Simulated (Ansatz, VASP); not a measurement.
# Two plane-wave programs on W

The input INCAR:

```
  PREC = Accurate
  ENCUT = 520
  EDIFF = 1E-7
  ISMEAR = -1
  SIGMA = 0.1
  LREAL = F
  LASPH = T
  NELM = 60
  ALGO = Normal
  ISIF = 2
  LWAVE = F
  LCHARG = F
  GGA = RE
  NBANDS = 13
```

File KPOINTS:

```
Automatic mesh
0
Gamma
  13 13 13
```

Contents of POSCAR:

```
W
1.0
    2.5740295922      0.0000000000      0.0000000000
    0.0000000000      2.5740295922      0.0000000000
    0.0000000000      0.0000000000      2.5740295922
W
1
Direct
    0.0000000000      0.0000000000      0.0000000000
```

Input for Ansatz:

```yaml
crystal:
  lattice:
    - [2.5740295922, 0.0, 0.0]
    - [0.0, 2.5740295922, 0.0]
    - [0.0, 0.0, 2.5740295922]
  atoms:
    - { symbol: W, position: [0.0, 0.0, 0.0] }
hamiltonian:
  xc: revpbe
  pseudopotentials:
    kind: paw
    azcp:
      W: "pseudopotentials/W.paw.azcp"
basis:
  ecutwfc: 420
  fft_grid_basis: typed
kpoints:
  mp_grid: { grid: [13, 13, 13], shift: [0, 0, 0] }
magnetization:
  spin_polarized: false
scf:
  occupations: { method: fermi_dirac, width: 0.1 }
  lower_state_search: "off"
output:
  stress: true
  write_density: true
  write_potential: true
  elf: true
  volumetric_format: npy
```

Alike in both runs: task single point; functional revPBE; k mesh 13 × 13 × 13; occupations fermi-dirac, width 0.1 eV; no spin polarisation.

```csv
,VASP,Ansatz
version,VASP 6.6.1,Ansatz 0.2.0
potentials or method,"VASP PAW PBE potentials, release 64 (W_sv)","plane waves (420 eV) with PAW, scalar-relativistic"
plane-wave cutoff (eV),520,420
valence electrons in the cell,14,14
```

```csv
,VASP,Ansatz,Ansatz less VASP
pressure (GPa),20.7,19.8,-0.93
```

The functional is the same, so the differences come from potentials, cutoffs and numerics.

Caveats: so large a pressure means that the cell lies far from this level's equilibrium, or that cutoff or potentials fall short (VASP); the potentials were made for another functional, which shifts forces and pressure (VASP). The runs have no spin-orbit coupling, so splittings on W are missing.
